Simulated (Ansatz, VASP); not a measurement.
**Mo: VASP beside Ansatz**

```
Mo
1.0
    -1.57342    1.57342    1.57342
     1.57342   -1.57342    1.57342
     1.57342    1.57342   -1.57342
Mo
1
Direct
  0.00000 0.00000 0.00000
```

Alike in both runs: task relaxation of cell and atoms; functional PBEsol; k mesh 18 × 18 × 18; occupations gaussian, width 0.1 eV; no spin polarisation.

|  | VASP | Ansatz |
| --- | --- | --- |
| version | VASP 6.6.1 | Ansatz 0.2.0 |
| potentials or method | VASP PAW PBE potentials, release 64 (Mo_sv) | scalar-relativistic, plane waves, PAW |
| plane-wave cutoff (eV) | 600 | 420 |
| valence electrons in the cell | 14 | 14 |

```tsv
	VASP	Ansatz	Ansatz less VASP
gap on the k mesh at the Fermi level, each at its own relaxed structure (eV)	none	none	-
relaxed volume (Å³/atom)	15.35	15.32	-0.025
relaxed cell length with the largest relative difference (Å)	2.711	2.710	-0.0015
energy change over the relaxation (meV/atom)	-3	-4	-0.7
```

A gap of «none» marks a metal or a gap that the smearing closes.

Caveats: the PAW data sets were made with another functional, which shifts forces and pressure a little (VASP).
